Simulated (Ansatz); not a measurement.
**512-atom supercell of diamond C**

Aim: the perfect cell at several levels of theory (PBEsol, HSE06 and r²SCAN), as the reference that defects and stacks are counted from.

Method: density functional theory in Ansatz 0.2.0, PAW datasets, plane waves.

## (1) The system as built

512 atoms (512 C); a = 14.215 Å, b = 14.215 Å, c = 14.215 Å, α = 90.00°, β = 90.00°, γ = 90.00°.

Plan of the steps: (2) PBEsol single point at the single k point (¼, ¼, ¼), on 1 × NVIDIA GB300 Max-Q with 8 threads of Arm Neoverse-V2; (3) HSE06 single point at the single k point (¼, ¼, ¼), on 1 × NVIDIA GB300 Max-Q with 8 threads of Arm Neoverse-V2; (4) r²SCAN single point at the single k point (¼, ¼, ¼), on 1 × NVIDIA GB300 Max-Q with 8 threads of Arm Neoverse-V2.

## (2) PBEsol on the given atoms

The input, in.yaml:

```yaml
crystal:
  lattice:
    - [14.215212, 0.000000, 0.000000]
    - [0.000000, 14.215212, 0.000000]
    - [0.000000, 0.000000, 14.215212]
  atoms:
    - { symbol: C, position: [0.000000, 0.000000, 0.000000] }
    - { symbol: C, position: [0.000000, 0.000000, 0.250000] }
    - { symbol: C, position: [0.000000, 0.000000, 0.500000] }
    - { symbol: C, position: [0.000000, 0.000000, 0.750000] }
    # ... 508 atom lines left out here ...
  symmetry: { detect: false }
kpoints:
  mp_grid: { grid: [1, 1, 1], shift: [0.25, 0.25, 0.25] }
hamiltonian:
  xc: pbesol
scf:
  occupations: { method: fermi_dirac, width: 0.01 }
output:
  forces: true
  eigenvalues: true
  stress: true
  populations: true
  eigenstates: { kpoints: [[0.25, 0.25, 0.25]], e_range: [-6.0, 6.0], localisation: true }
```

Run with:

```bash
$ ansatz run in.yaml --threads 8 --pin off --max-ram 118750MiB --runs-dir r --events-out ev --progress --plain --backend cuda --devices 0,
```

## (3) HSE06 single point

in.yaml: that of step 2 with these lines changed.

```diff
@@ -15,3 +15,3 @@
 hamiltonian:
-  xc: pbesol
+  xc: hse06
 scf:
@@ -21,3 +21,2 @@
   eigenvalues: true
-  stress: true
   populations: true
```

## (4) r²SCAN on the same atoms

in.yaml: that of step 3 with these lines changed.

```diff
@@ -15,3 +15,3 @@
 hamiltonian:
-  xc: hse06
+  xc: r2scan
 scf:
```

**Question.** What will these runs give? Wanted: for each run, top filled to lowest empty; energy; pressure.

The runs gave:

```
 level           time  top filled to lowest empty (eV)  energy (eV/atom)  pressure (GPa)
PBEsol  2.3 min (GPU)                             4.54         -246.6679            0.00
 HSE06   16 min (GPU)                             5.85         -250.8836               -
r²SCAN    3 min (GPU)                             4.90         -251.5555               -
```

At the same k points, PBEsol gives a spacing 1.31 eV smaller and r²SCAN gives a spacing 0.95 eV smaller than the 5.85 eV of HSE06. Exact exchange costs time: HSE06 ran about 7.1 times as long as PBEsol on the same kind of device. With one k point the spacing samples only the states that fold onto it, so it can exceed the gap over the zone.
